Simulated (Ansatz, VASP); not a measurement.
As: VASP beside Ansatz

```
CELL_PARAMETERS angstrom
-1.71247 1.71247 1.71247
1.71247 -1.71247 1.71247
1.71247 1.71247 -1.71247
ATOMIC_POSITIONS crystal
As 0.00000 0.00000 0.00000
```

Alike in both runs: task single point; functional revPBE; k mesh 15 × 15 × 15; occupations fermi-dirac, width 0.1 eV; no spin polarisation.

|  | VASP | Ansatz |
| --- | --- | --- |
| version | VASP 6.6.1 | Ansatz 0.2.0 |
| potentials or method | VASP PAW PBE potentials, release 64 (As) | plane waves (420 eV) with PAW, scalar-relativistic |
| plane-wave cutoff (eV) | 520 | 420 |
| valence electrons in the cell | 5 | 15 |

|  | VASP | Ansatz | Ansatz less VASP |
| --- | --- | --- | --- |
| pressure (GPa) | -2.8 | -2.8 | +0.01 |

The two sets of potentials don't hold the same shells in valence.

Caveats: the PAW data sets were made with another functional, which shifts forces and pressure a little (VASP).
